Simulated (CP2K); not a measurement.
**Pb in CP2K: convergence with cutoff ry**

Input of the first run (cutoff ry 90 Ry); the others differ in this setting and in those tied to it:

File pb_converge.inp:

```
&GLOBAL
  PROJECT pb_converge
  RUN_TYPE ENERGY_FORCE
  PRINT_LEVEL LOW
&END GLOBAL
&FORCE_EVAL
  METHOD QS
  STRESS_TENSOR ANALYTICAL
  &DFT
    BASIS_SET_FILE_NAME BASIS_MOLOPT
    POTENTIAL_FILE_NAME GTH_POTENTIALS
    &MGRID
      CUTOFF 90
      REL_CUTOFF 60
      NGRIDS 4
    &END MGRID
    &QS
      METHOD GPW
      EPS_DEFAULT 1.0E-9
    &END QS
    &KPOINTS
      SCHEME MONKHORST-PACK 5 5 5
      GAMMA_CENTERED T
      SYMMETRY T
      SYMMETRY_BACKEND SPGLIB
    &END KPOINTS
    &SCF
      SCF_GUESS ATOMIC
      EPS_SCF 1.0E-6
      MAX_SCF 100
      ADDED_MOS 10
      CHOLESKY OFF
      EPS_EIGVAL 1.0E-7
      &DIAGONALIZATION ON
        ALGORITHM STANDARD
      &END DIAGONALIZATION
      &MIXING ON
        METHOD BROYDEN_MIXING
        ALPHA 0.4
        BETA 1.5
        NBUFFER 8
      &END MIXING
      &SMEAR ON
        METHOD FERMI_DIRAC
        ELECTRONIC_TEMPERATURE [K] 580.226
      &END SMEAR
    &END SCF
    &XC
      &XC_FUNCTIONAL
        &GGA_X_PBE_SOL
        &END GGA_X_PBE_SOL
        &GGA_C_PBE_SOL
        &END GGA_C_PBE_SOL
      &END XC_FUNCTIONAL
    &END XC
    &PRINT
      &KPOINTS ON
      &END KPOINTS
      &MULLIKEN ON
      &END MULLIKEN
      &MO ON
        ENERGIES T
        OCCUPATION_NUMBERS T
        &EACH
          QS_SCF 0
        &END EACH
        ADD_LAST NUMERIC
      &END MO
    &END PRINT
  &END DFT
  &SUBSYS
    &CELL
      ABC 4.8634805195 4.8634805195 4.8634805195
      ALPHA_BETA_GAMMA 60.0000000001 60.0000000007 60.0000000005
      PERIODIC XYZ
    &END CELL
    &COORD
      Pb  2.4405042516 1.2452222779 1.1285466402
      Pb  0.0136906977 0.1342556425 0.1103306868
    &END COORD
    &KIND Pb
      BASIS_SET DZVP-MOLOPT-SR-GTH-q4
      POTENTIAL GTH-PBE-q4
    &END KIND
    &PRINT
      &ATOMIC_COORDINATES ON
      &END ATOMIC_COORDINATES
      &CELL ON
      &END CELL
    &END PRINT
  &END SUBSYS
  &PRINT
    &FORCES ON
    &END FORCES
    &STRESS_TENSOR ON
    &END STRESS_TENSOR
  &END PRINT
&END FORCE_EVAL
```

Potentials or basis: GTH_POTENTIALS Pb GTH-PBE-q4; DZVP-MOLOPT-SR-GTH basis.

Launch:

```sh
$ OMP_NUM_THREADS=1 cp2k.psmp -i pb_converge.inp -o pb_converge.out
```

The cell isn't the ideal one: atoms moved at random, drawn with an rms of 0.15 Å.

This isn't the form of Pb at room conditions, which is fcc.

Hardware: 1 thread of Arm Neoverse V2 (shared host).

```tsv
cutoff ry	energy less the tightest run, at zero smearing (meV/atom)	SCF cycles	CPU time (s)	peak memory (GiB)
90 Ry	0.01	13	7.8	0.16
140 Ry	0.00	13	11	0.18
190 Ry	0.00	13	13	0.2
250 Ry	0.00	13	9.2	0.22
320 Ry	0.00	13	11	0.25
380 Ry	0.00	13	12	0.28
450 Ry	0.00	13	14	0.32
560 Ry	0.00	13	15	0.38
720 Ry	0.00	13	16	0.47
```

Against the tightest run, the energy stays within 1 meV/atom from 90 Ry on. The tightest run that finished is the yardstick and may itself not be fully converged.

Caveat, for the tightest run too: the basis of atomic orbitals isn't converged, which shifts pressures, moduli and gaps. Spin-orbit coupling is left out, which matters for the levels of Pb.
